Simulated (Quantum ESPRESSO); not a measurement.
TiO2 (Anatase) under changes of volume

One of the cells (11.354 Å³/atom); the others are scaled copies at fixed shape and fractional positions:

```
Ti O
1.0
    -1.89210    1.89210    4.75730
     1.89210   -1.89210    4.75730
     1.89210    1.89210   -4.75730
Ti O
2 4
Direct
  0.75000 0.25000 0.50000
  0.00000 0.00000 0.00000
  0.79190 0.79190 0.00000
  0.54190 0.04190 0.50000
  0.95810 0.45810 0.50000
  0.20810 0.20810 0.00000
```

| Quantity | Value |
| --- | --- |
| Program | Quantum ESPRESSO 7.5 |
| Functional | PBEsol |
| Potentials or basis | GBRV 1.5 PBEsol |
| Cutoff | 612 eV |
| Density cutoff | 4898 eV |
| k mesh | 10 × 10 × 10 |
| Occupations | fermi-dirac, width 0.05 eV |
| Spin | no spin polarisation |

| volume (Å³/atom) | energy over the lowest point (meV/atom) | pressure (GPa) | gap on the mesh (eV) | largest force (eV/Å) |
| --- | --- | --- | --- | --- |
| 10.673 | ? | ? | ? | ? |
| 10.900 | 11.63 | 9.0 | 2.18 | 0.259 |
| 11.127 | 2.36 | 3.9 | 2.13 | 0.126 |
| 11.354 | 0.00 | -0.8 | 2.09 | 0.002 |
| 11.581 | 3.87 | -4.9 | 2.05 | 0.113 |
| 11.808 | 13.33 | -8.6 | 2.00 | 0.220 |
| 12.035 | 27.84 | -12.0 | 1.96 | 0.319 |

What does the run at 10.673 Å³/atom give?

Energy over the lowest point 28.58 meV/atom; pressure 14.7 GPa; gap on the mesh 2.22 eV; largest force 0.403 eV/Å.

Worked out: A Birch-Murnaghan fit of order 3 (a polynomial in V^(-2/3)) to the other rows has its minimum at 11.32 Å³/atom with B0 = V·E''(V) = 222 GPa and B' = 4.3 at fixed shape and positions, which overstates the stiffness. It gives 28.59 meV/atom at 10.673 Å³/atom, against the run's 28.58, and -dE/dV = 14.9 GPa, against 14.7. A straight line through the other rows of the gap, of slope -2.21 eV per unit of ln V, extrapolates to 2.23 eV, against the run's 2.22.

Energies are extrapolated to zero smearing.

A mesh can miss the band edges.
